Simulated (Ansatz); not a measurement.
Tl: strain and displacement

```yaml
crystal:
  lattice:
    - [0.00000, 2.16500, 2.16500]
    - [2.16500, 0.00000, 2.16500]
    - [2.16500, 2.16500, 0.00000]
  atoms:
    - { symbol: Tl, position: [0.00000, 0.00000, 0.00000] }
```

Conventional cell: a = 4.330 Å, b = 4.330 Å, c = 4.330 Å, α = 90.00°, β = 90.00°, γ = 90.00°. Around Tl (atom 1) lie 12 Tl at 3.06 Å.

The geometry is COD entry 2300517, unchecked; take it as a test cell.

No spin–orbit coupling, which matters for the heavy atoms here.

Computed with Ansatz 0.2.0, DFT, PBE, all-electron LAPW, scalar-relativistic.

Numerical set-up: a Γ-centred 16×16×16 k mesh, Fermi–Dirac smearing of 0.05 eV, basis error target 1 meV/atom, no spin polarisation.

The unchanged cell is at 37.5 GPa.

In a metal, stresses and small energies carry noise from the k mesh.

x, y and z are the Cartesian axes of the cell as listed; fractional coordinates follow a strain, and an engineering shear is twice the off-diagonal strain component.

With z strained by -1.5 % at fixed volume: energy change under 1 meV/atom; stress change (xx, yy, zz, yz, xz, xy) -0.29, -0.29, 0.55, 0.00, 0.00, 0.00 GPa, compression positive.

With z strained by +4 % at fixed volume: energy change +3 meV/atom; stress change (xx, yy, zz, yz, xz, xy) 0.42, 0.42, -1.07, 0.00, 0.00, 0.00 GPa, compression positive.
